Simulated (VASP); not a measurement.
Ga2O3:

```
Ga O
1.0
     2.87694    0.00000    4.47767
    -1.43847    2.49150    4.47767
    -1.43847   -2.49150    4.47767
Ga O
4 6
Direct
  0.35540 0.35540 0.35540
  0.14460 0.14460 0.14460
  0.64460 0.64460 0.64460
  0.85540 0.85540 0.85540
  0.55490 0.94510 0.25000
  0.94510 0.25000 0.55490
  0.25000 0.55490 0.94510
  0.44510 0.05490 0.75000
  0.05490 0.75000 0.44510
  0.75000 0.44510 0.05490
```

The cell was built by a generator and needn't be a form met in nature.

Base run:

| Property | Result |
| --- | --- |
| Program | VASP 6.6.1 |
| Functional | PBEsol |
| Potentials or basis | VASP PAW PBE potentials, release 64 (Ga_d, O) |
| Cutoff | 520 eV |
| k mesh | 4 × 4 × 4 |
| Occupations | fermi-dirac, width 0.05 eV |
| Spin | no spin polarisation |

Its results: band gap on the k mesh 2.83 eV, indirect (least direct gap 3.06 eV); pressure 2.5 GPa; largest force 0.160 eV/Å.

Task: The run is repeated on the same cell with these changes: functional from PBEsol to PBE. What comes out?

Result: Band gap on the k mesh 2.90 eV, indirect (least direct gap 3.12 eV); pressure 10.7 GPa; largest force 0.134 eV/Å.

PBE binds less tightly than PBEsol, so the same cell stands under more pressure.

Caveats: the PAW data sets were made with another functional, which shifts forces and pressure a little (some runs).

A k mesh can miss the band edges.

Not every run made on this cell is shown here.
